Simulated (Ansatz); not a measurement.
# HfSiO4: the cell at several levels of theory

How does the equilibrium cell of HfSiO4 in the anatase host structure depend on the functional? It is relaxed with PBE, r2SCAN and PBEsol. This is a trial cell built on a prototype, not taken from a measured structure, and it needn't be the compound's ground state.

Code: Ansatz 0.2.0. PAW datasets, plane waves, zero pressure. The structure was generated, not taken from experiment, and needn't be the ground state; spin polarisation is off.

### Step 1. The cell

This is the cell as the run starts from it, not yet at rest; its lengths are not the crystal's.

Space group I-4m2 (No. 119), tetragonal; conventional cell a = 3.607 Å, c = 9.169 Å, 9.94 Å³ an atom. Near Hf stand 6 O at 1.85–1.90 Å; near Si stand 6 O at 1.85–1.90 Å; near O stand 2 Hf at 1.85 Å and 1 Si at 1.90 Å; near O stand 2 Si at 1.85 Å and 1 Hf at 1.90 Å.

The structure in full:

```
CELL_PARAMETERS angstrom
-1.80358 1.80358 4.58462
1.80358 -1.80358 4.58462
1.80358 1.80358 -4.58462
ATOMIC_POSITIONS crystal
Hf 0.00000 0.00000 0.00000
Si 0.75000 0.25000 0.50000
O 0.95715 0.45715 0.50000
O 0.20715 0.20715 0.00000
O 0.54285 0.04285 0.50000
O 0.79285 0.79285 0.00000
```

### Step 2. Relaxation with PBE

Contents of input.yaml:

```yaml
crystal:
  lattice:
    - [-1.80358369, 1.80358369, 4.58461711]
    - [1.80358369, -1.80358369, 4.58461711]
    - [1.80358369, 1.80358369, -4.58461711]
  atoms:
    - { symbol: Hf, position: [0.0, 0.0, 0.0] }
    - { symbol: Si, position: [0.75, 0.25, 0.5] }
    - { symbol: O, position: [0.95715212, 0.45715212, 0.5] }
    - { symbol: O, position: [0.20715212, 0.20715212, 0.0] }
    - { symbol: O, position: [0.54284788, 0.04284788, 0.5] }
    - { symbol: O, position: [0.79284788, 0.79284788, 0.0] }
kpoints:
  mp_grid: { grid: [10, 10, 10] }
hamiltonian:
  xc: pbe
scf:
  occupations: { method: fermi_dirac, width: 0.02 }
relax:
  f_tol: 0.005
  cell: {}
```

Launch:

```console
$ ansatz run input.yaml --threads 4 --pin off --max-ram 6451MiB --backend cpu --events-out ev --progress --plain --runs-dir out
```

Further steps of the session: r2SCAN: cell and atoms; PBEsol: cell and atoms.

Q: Predict the outcome of this session. Wanted: for each run, a; c; volume; space group; SCF geometries.

The runs gave:

```
 level  a (Å)  c (Å)  volume (Å³/atom)  space group  SCF geometries
   PBE  3.752  9.861            11.570        I-4m2              11
r2SCAN  3.718  9.761            11.241        I-4m2               8
PBEsol  3.714  9.802            11.268        I-4m2               8
```

In words: From the start to the first minimum the volume moved by +16.4 %. r2SCAN gives the smallest cell and PBE the largest; they differ by 2.9 % in volume, a mean of 1.0 % in length. The meshes differ: PBE 10×10×10, r2SCAN 8×8×8, PBEsol 8×8×8.
